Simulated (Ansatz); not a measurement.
The system is Bi2Se3 (Paraguanajuatite).

```xyz
5
Lattice="2.0715 1.1960 9.5453 -2.0715 1.1960 9.5453 0.0000 -2.3920 9.5453" Properties=species:S:1:pos:R:3 pbc="T T T"
Bi    0.0000    0.0000   17.1587
Bi    0.0000    0.0000   11.4773
Se    0.0000    0.0000   22.5738
Se    0.0000    0.0000    6.0622
Se    0.0000    0.0000    0.0000
```

Base run:

* Program: Ansatz 0.2.0
* Functional: PBEsol
* Potentials or basis: all-electron LAPW, scalar-relativistic
* Cutoff: 207 eV (chosen from the basis error)
* Basis error allowed: 0.002 eV/atom
* k mesh: 8 × 8 × 8
* Occupations: fermi-dirac, width 0.05 eV
* Spin: no spin polarisation

Its results: band gap on the k mesh 0.14 eV, direct; pressure -0.3 GPa; largest force 0.155 eV/Å.

The run is repeated on the same cell with these changes: functional from PBEsol to PBE. What comes out?

Band gap on the k mesh 0.22 eV, direct; pressure 2.6 GPa; largest force 0.160 eV/Å.

PBE binds less tightly than PBEsol, so the same cell stands under more pressure.

Caveats: spin-orbit coupling is left out, which as a rule narrows the gap of such compounds by several tenths of an eV.
